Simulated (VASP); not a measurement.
Here is a VASP 6.6.1 calculation.

The input INCAR:

```
PREC     = Accurate       # precision mode
ENCUT    = 600            # plane-wave cutoff, eV
EDIFF    = 1E-6           # SCF threshold, eV
ISMEAR   = -1             # smearing method
SIGMA    = 0.05           # smearing width, eV
LREAL    = F              # projectors in reciprocal space
LASPH    = T              # aspherical terms in the spheres
NELM     = 100            # most SCF steps
ALGO     = Fast           # electronic algorithm
ISIF     = 3              # what is computed and relaxed
LWAVE    = F              # write WAVECAR
LCHARG   = F              # write CHGCAR
GGA      = PE             # functional
IBRION   = 2              # ionic algorithm
NSW      = 60             # ionic steps
EDIFFG   = -0.005         # ionic threshold
```

File KPOINTS:

```
regular mesh
0
Gamma
  7 7 7
```

Contents of POSCAR:

```
Cu3Au
1.0
    3.7400000000      0.0000000000      0.0000000000
    0.0000000000      3.7400000000      0.0000000000
    0.0000000000      0.0000000000      3.7400000000
Au Cu
1 3
Direct
    0.0000000000      0.0000000000      0.0000000000
    0.5000000000      0.5000000000      0.0000000000
    0.5000000000      0.0000000000      0.5000000000
    0.0000000000      0.5000000000      0.5000000000
```

Potentials or basis: VASP PAW PBE potentials, release 64 (Au, Cu_pv).

Launch:

```bash
$ cat potpaw_PBE.64/Au/POTCAR potpaw_PBE.64/Cu_pv/POTCAR > POTCAR
$ mpirun -np 1 vasp_std > vasp.out
```

Predict the band gap on the k mesh.

none (metal or under the smearing width).

Estimate the relaxed cell.

a = 3.771 Å, b = 3.771 Å, c = 3.771 Å, α = 90.00°, β = 90.00°, γ = 90.00°.

Estimate the relaxed volume.

13.40 Å³/atom.

Final structure:
```cif
data_structure
_symmetry_space_group_name_H-M 'P 1'
_symmetry_Int_Tables_number 1
_cell_length_a 3.7708
_cell_length_b 3.7708
_cell_length_c 3.7708
_cell_angle_alpha 90.000
_cell_angle_beta 90.000
_cell_angle_gamma 90.000
_cell_volume 53.61
loop_
_atom_site_label
_atom_site_type_symbol
_atom_site_fract_x
_atom_site_fract_y
_atom_site_fract_z
_atom_site_occupancy
Au1 Au 0.00000 0.00000 0.00000 1
Cu1 Cu 0.50000 0.50000 0.00000 1
Cu2 Cu 0.50000 0.00000 0.50000 1
Cu3 Cu 0.00000 0.50000 0.50000 1
```

The run has no spin-orbit coupling, so splittings on Au are missing. PBE usually gives volumes a little too large and moduli too small.
